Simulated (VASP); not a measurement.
A run of VASP 6.6.1 is set up as follows.

INCAR

```
PREC = Accurate
ENCUT = 450
EDIFF = 1E-6
ISMEAR = 0
SIGMA = 0.02
LREAL = False
LASPH = True
NELM = 60
ALGO = Normal
ISIF = 2
LWAVE = False
LCHARG = True
GGA = PE
LELF = True
LVHAR = True
NBANDS = 36
```

KPOINTS

```
Automatic mesh
0
Gamma
  4 4 2
```

The input POSCAR:

```
Ge
1.0
    3.9975858431      0.0000000000      0.0000000000
   -1.9987929216      3.4620108940      0.0000000000
    0.0000000000      0.0000000000      6.5993779500
Ge
4
Direct
    0.3333333333      0.6666666667      0.9370987500
    0.6666666667      0.3333333333      0.4370987500
    0.3333333333      0.6666666667      0.5629012500
    0.6666666667      0.3333333333      0.0629012500
```

Potentials or basis: VASP PAW PBE potentials, release 64 (Ge_d_GW).

Command:

```bash
$ cat potpaw_PBE.64/Ge_d_GW/POTCAR > POTCAR
$ mpirun -np 1 vasp_std > vasp.out
```

Question: Estimate the band gap on the k mesh.

Answer: 0.12 eV, direct.

Question: Estimate the largest force.

Answer: 0.080 eV/Å.

Stress tensor (GPa, compression positive):
```
4.81 0.00 0.00
0.00 4.81 0.00
0.00 0.00 1.89
```

Caveat: the k mesh is coarse (spacing up to 0.48 Å⁻¹), so the values aren't converged; the cutoff is under 1.25 times the usual one of these potentials, so pressure, stress and relaxed cells hold a basis-set (Pulay) error. A k mesh can miss the band edges.
